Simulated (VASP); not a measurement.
# BN (Qingsongite) (I-4m2) in VASP: single point with HSE06

Aim: the single point of BN (Qingsongite) with HSE06.

Everything below comes from runs of VASP 6.6.1. Logs are shortened: lines on timing, memory, paths and dates and some standing lists are left out, and cuts for length are marked.

## Step 1: The cell of the first run

Symmetry: I-4m2, No. 119, tetragonal system. Conventional cell: a = 2.552 Å, b = 2.552 Å, c = 3.806 Å, α = 90.00°, β = 90.00°, γ = 90.00°. B (site symmetry -4m2) has 4 N at 1.59 Å as nearest neighbours. Around N (site symmetry -4m2) lie 4 B at 1.59 Å.

## Step 2: Single point, HSE06 (uniaxial_z strain +5.5%)

The input, POSCAR:

```
BN
1.0
    0.0000000000      1.8048245542      1.9031874924
    1.8048245542      0.0000000000      1.9031874924
    1.8048245542      1.8048245542      0.0000000000
B N
1 1
Direct
    0.0000000000      0.0000000000      0.0000000000
    0.2500000000      0.2500000000      0.2500000000
```

The input, INCAR.step1:

```
SYSTEM = BN
  PREC = Accurate
  ENCUT = 520
  EDIFF = 1E-5
  ISMEAR = 0
  SIGMA = 0.01
  LREAL = .FALSE.
  LASPH = .TRUE.
  NELM = 100
  ALGO = Normal
  ISIF = 2
  LWAVE = .TRUE.
  GGA = PE
  NBANDS = 11
```

The input, INCAR.step2:

```
SYSTEM = BN
  PREC = Accurate
  ENCUT = 520
  EDIFF = 1E-6
  ISMEAR = 0
  SIGMA = 0.01
  LREAL = .FALSE.
  LASPH = .TRUE.
  NELM = 100
  ALGO = Normal
  ISIF = 2
  LWAVE = .FALSE.
  LCHARG = .TRUE.
  GGA = PE
  LHFCALC = .TRUE.
  HFSCREEN = 0.2079
  PRECFOCK = Normal
  LELF = .TRUE.
  LVHAR = .TRUE.
  ISTART = 1
  NBANDS = 11
```

The input, KPOINTS:

```
Automatic mesh
0
G
  8 8 8
  0 0 0
```

Potentials or basis: VASP PAW PBE potentials, release 64 (B, N).

Launch:

```bash
$ cat potpaw_PBE.64/B/POTCAR potpaw_PBE.64/N/POTCAR > POTCAR
$ cp INCAR.step1 INCAR
$ mpirun -np 1 vasp_std > vasp.out
$ cp INCAR.step2 INCAR
$ mpirun -np 1 vasp_std > vasp.out
```

OUTCAR:

```text
SYSTEM = BN
   PREC = Accurate
   ENCUT = 520
   EDIFF = 1E-6
   ISMEAR = 0
   LREAL = .FALSE.
   LASPH = .TRUE.
   NELM = 100
   ISIF = 2
   GGA = PE
   LHFCALC = .TRUE.
   HFSCREEN = 0.2079
   PRECFOCK = Normal
   ISTART = 1

 ion  position               nearest neighbor table
   1  0.000  0.000  0.000-   2 1.59   2 1.59   2 1.59   2 1.59
   2  0.250  0.250  0.250-   1 1.59   1 1.59   1 1.59   1 1.59

  LATTYP: Found a body centered tetragonal cell.
 ALAT       =     2.5524073623
 C/A-ratio  =     1.4912882015

  Lattice vectors:

 A1 = (  -1.8048245542,   0.0000000000,   1.9031874924)
 A2 = (   1.8048245542,   0.0000000000,   1.9031874924)
 A3 = (   0.0000000000,   1.8048245542,  -1.9031874924)

Analysis of symmetry for initial positions (statically):
=====================================================================
 Subroutine PRICEL returns:
 Original cell was already a primitive cell.

 Routine SETGRP: Setting up the symmetry group for a
 body centered tetragonal supercell.

 Subroutine GETGRP returns: Found  8 space group operations
 (whereof  8 operations were pure point group operations)
 out of a pool of 16 trial point group operations.

The static configuration has the point symmetry D_2d.

Analysis of symmetry for dynamics (positions and initial velocities):
=====================================================================
 Subroutine PRICEL returns:
 Original cell was already a primitive cell.

 Routine SETGRP: Setting up the symmetry group for a
 body centered tetragonal supercell.

 Subroutine GETGRP returns: Found  8 space group operations
 (whereof  8 operations were pure point group operations)
 out of a pool of 16 trial point group operations.

The dynamic configuration has the point symmetry D_2d.

 Subroutine INISYM returns: Found  8 space group operations
 (whereof  8 operations are pure point group operations),
 and found     1 'primitive' translations

----------------------------------------------------------------------------------------

                                     Primitive cell

  volume of cell :      12.3989

  direct lattice vectors                    reciprocal lattice vectors
     0.000000000  1.804824554  1.903187492    -0.277035238  0.277035238  0.262717153
     1.804824554  0.000000000  1.903187492     0.277035238 -0.277035238  0.262717153
     1.804824554  1.804824554  0.000000000     0.277035238  0.277035238 -0.262717153

  length of vectors
[... 100 lines left out ...]
   IMIX   =      1    mixing-type and parameters
     AMIX     =   0.40;   BMIX     =  1.00
     AMIX_MAG =   1.60;   BMIX_MAG =  1.00
  volume/ion in A,a.u.               =       6.20        41.84
  Fermi-wavevector in a.u.,A,eV,Ry     =   1.414635  2.673272 27.227861  2.001191
  Thomas-Fermi vector in A             =   2.536157
   LORBIT       =      0    0 simple, 1 ext, 2 COOP (PROOUT), +10 PAW based schemes
   GGA     = PE    functional components
   LHFCALC =     T    Hartree Fock is set to
   PRECFOCK=normal    Normal, Fast or Accurate (Low or Medium for compatibility)
   ENCUT4O =  -1.0   cutoff for four orbital integrals eV
   NKREDX  =     1    reduce k-point grid by
   NKREDY  =     1    reduce k-point grid by
   NKREDZ  =     1    reduce k-point grid by
   AEXX    =    0.2500 exact exchange contribution
   HFSCREEN=    0.2079 screening length (either q_TF or 0.3 A-1)
   HFSCREENC=   0.2079 screening length for correlation (either q_TF or 0.3 A-1)
   ENCUTFOCK=  -1.0 apply spherical cutoff to Coloumb kernel
   IVDW    =     0    specifies the selected vdW correction
   LEPSILON=     F    determine dielectric tensor
   LRPA    =     F    only Hartree local field effects (RPA)
 non-spin polarized calculation
 Gauss-broadening in eV      SIGMA  =   0.01
  energy-cutoff  :      520.00
  volume of cell :       12.40
 maximum number of plane-waves:       344
  NGX = 16; NGY = 16; NGZ = 16

 number of electron       8.0000001 magnetization

 Free energy of the ion-electron system (eV)
  ---------------------------------------------------
  ext. energy  EPLUGINS =         0.00000000
  ---------------------------------------------------
  free energy    TOTEN  =       -20.22663233 eV

  energy without entropy =      -20.22663233  energy(sigma->0) =      -20.22663233

 E-fermi :   6.2366     XC(G=0): -10.3079

 val. band max:        6.1639329233   @ k =   0.0000   0.0000   0.0000
 cond. band min:      11.4017915282   @ k =   0.5000   0.0000   0.5000
 fundamental gap:      5.2378586048
 Fermi energy:         6.2365803504

 k-point     1 :       0.0000    0.0000    0.0000
  band No.  band energies     occupation
      1     -15.5613      2.00000
      2       5.6006      2.00000
      3       6.1639      2.00000
      4       6.1639      2.00000
      5      16.1739      0.00000
      6      16.1739      0.00000
      7      16.5527      0.00000
      8      17.2522      0.00000
      9      31.7784      0.00000
     10      33.4143      0.00000
     11      33.9690      0.00000
[... 309 lines left out ...]
 k-point    24 :       0.3750    0.0000    0.1250
  band No.  band energies     occupation
      1     -12.5915      2.00000
      2      -2.1185      2.00000
      3       3.1208      2.00000
      4       3.8963      2.00000
      5      16.0162      0.00000
      6      18.6883      0.00000
      7      19.9914      0.00000
      8      21.2612      0.00000
      9      28.1966      0.00000
     10      33.0455      0.00000
     11      34.7220      0.00000

 [... further k-points ...]

------------------------ aborting loop because EDIFF is reached ----------------------------------------

  FORCE on cell =-STRESS in cart. coord.  units (eV):
  Direction    XX          YY          ZZ          XY          YZ          ZX
  --------------------------------------------------------------------------------------
  -------------------------------------------------------------------------------------
  Total       -0.8575347     -0.8575347     -3.5730181      0.0000000      0.0000000      0.0000000
  in kB     -110.8104518   -110.8104518   -461.7046457      0.0000000      0.0000000      0.0000000
  external PRESSURE =    -227.7751831 kB  Pullay stress =       0.0000000 kB

 VOLUME and BASIS-vectors are now :
 -----------------------------------------------------------------------------
  energy-cutoff  :      520.00
  volume of cell :       12.40
      direct lattice vectors                 reciprocal lattice vectors
     0.000000000  1.804824554  1.903187492    -0.277035238  0.277035238  0.262717153
     1.804824554  0.000000000  1.903187492     0.277035238 -0.277035238  0.262717153
     1.804824554  1.804824554  0.000000000     0.277035238  0.277035238 -0.262717153

 POSITION                                       TOTAL-FORCE (eV/Angst)
 -----------------------------------------------------------------------------------
      0.00000      0.00000      0.00000        -0.000000     -0.000000     -0.000000
      0.90241      0.90241      0.95159         0.000000      0.000000      0.000000
 -----------------------------------------------------------------------------------
    total drift:                               -0.000000     -0.000000      0.000001

  FREE ENERGIE OF THE ION-ELECTRON SYSTEM (eV)
  ---------------------------------------------------
  free  energy   TOTEN  =       -20.2266323333 eV

  energy  without entropy=      -20.2266323333  energy(sigma->0) =      -20.22663233
```

OUTCAR.step1:

```text
SYSTEM = BN
   PREC = Accurate
   ENCUT = 520
   EDIFF = 1E-5
   ISMEAR = 0
   LREAL = .FALSE.
   LASPH = .TRUE.
[... 559 lines left out ...]
      0.00000      0.00000      0.00000         0.000000     -0.000000     -0.000000
      0.90241      0.90241      0.95159        -0.000000      0.000000      0.000000
 -----------------------------------------------------------------------------------
    total drift:                               -0.000000     -0.000000      0.000001

  FREE ENERGIE OF THE ION-ELECTRON SYSTEM (eV)
  ---------------------------------------------------
  free  energy   TOTEN  =       -17.3851333979 eV

  energy  without entropy=      -17.3851333979  energy(sigma->0) =      -17.38513340
```

It took 15 min on 1 thread of Intel Xeon Platinum 8375C at 2.90GHz (Ice Lake), shared host; peak memory 0.24 GiB.

What came out:

- Free energy: -20.2266 eV
- Pressure: -22.8 GPa
- Band gap on the k mesh: 5.24 eV, indirect (least direct gap 10.01 eV)

Levels at points of the mesh, in eV from the valence-band top:
```tsv
k point	band 1	band 2	band 3	band 4	band 5	band 6	band 7	band 8
(0.00, 0.00, 0.00)	-21.73	-0.56	0.00	0.00	10.01	10.01	10.39	11.09
(0.50, 0.00, 0.00)	-17.43	-11.35	-2.62	-1.77	10.34	12.34	12.38	16.69
(0.50, 0.50, 0.00)	-16.42	-10.14	-4.76	-4.76	6.14	11.09	19.37	19.37
(0.50, 0.00, 0.50)	-15.82	-9.36	-5.49	-5.45	5.24	9.85	19.00	19.82
```

Caveat: so large a pressure means that the cell lies far from this level's equilibrium, or that cutoff or potentials fall short; the potentials were made for another functional, which shifts forces and pressure.
